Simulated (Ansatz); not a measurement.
**Does the structure type survive?**

Level of theory: DFT PBEsol, scalar-relativistic, plane waves, PAW in Ansatz 0.2.0. All cells share a 420 eV cutoff and Γ-centred k meshes spaced at most 0.3 Å⁻¹ (0.19 for metals, 2π included).

Each formula is placed on the named type at a guessed volume, then cell and atoms relax at zero pressure without lowering the symmetry. Keeping the type says nothing about stability against other structures or lower symmetry. Neighbours of an atom are counted within 25 % of the shortest distance of their pair. The atoms listed around a site end at a clear gap in distance instead, so their number can differ.

(1) Co on the beta-tin type (I4_1/amd, No. 141): does the type hold?

(2) Ni on the simple hexagonal type (P6/mmm, No. 191): does the type hold?

## Answers

(1) Yes: a = 4.428 Å, c = 2.352 Å. Co is coordinated by 6 Co at 2.29–2.35 Å. It keeps a net moment of 1.76 μB per atom.

(2) Yes: a = 2.371 Å, c = 2.305 Å. Ni is coordinated by 8 Ni at 2.31–2.37 Å. It keeps a net moment of 0.43 μB per atom.